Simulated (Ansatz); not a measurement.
Crystal: Se.

```xyz
3
Lattice="4.3662 0.0000 0.0000 -2.1831 3.7812 0.0000 0.0000 0.0000 4.9536" Properties=species:S:1:pos:R:3 pbc="T T T"
Se    1.6846    2.9382    0.0115
Se   -0.4853    0.8503    3.2997
Se    0.9909   -0.0094    1.6745
```

The cell isn't the ideal one: atoms moved at random, drawn with an rms of 0.02 Å.

* Program: Ansatz 0.2.0
* Task: relaxation of cell and atoms
* Functional: PBE
* Potentials or basis: Ansatz PAW large core
* Cutoff: 420 eV (not typed: the program's choice for these potentials)
* k mesh: 6 × 6 × 4
* Occupations: fermi-dirac, width 0.025 eV
* Spin: no spin polarisation

At the start: volume 27.26 Å³/atom.

Task: Where does the relaxation end?

Result: It ends after 7 steps and the volume is 29.72 Å³/atom (+9.0 %); space group P3_121 (No. 152, to 0.05 Å).

The path:
```
step  energy change (eV)  largest force (eV/Å)  volume (Å³)
   1              0.0000                0.4879        81.78
   2             -0.0363                0.0744        89.34
   3             -0.0407                0.0293        88.21
   4             -0.0411                0.0137        88.51
   5             -0.0411                0.0014        88.92
   6             -0.0411                0.0011        89.16
   7             -0.0422                0.0007        89.16
```

Final structure:
```yaml
crystal:
  lattice:
    - [4.51897, -0.00087, 0.00043]
    - [-2.26024, 3.91221, -0.00054]
    - [0.00048, -0.00042, 5.04368]
  atoms:
    - { symbol: Se, position: [0.78136, 0.78070, 0.00216] }
    - { symbol: Se, position: [0.00048, 0.21891, 0.66884] }
    - { symbol: Se, position: [0.21951, 0.99984, 0.33547] }
```

Caveat: the plane-wave basis is chosen anew once the cell has moved, so the energies of steps on either side of that aren't comparable; this set keeps more shells in the core, which shifts pressures and gaps.
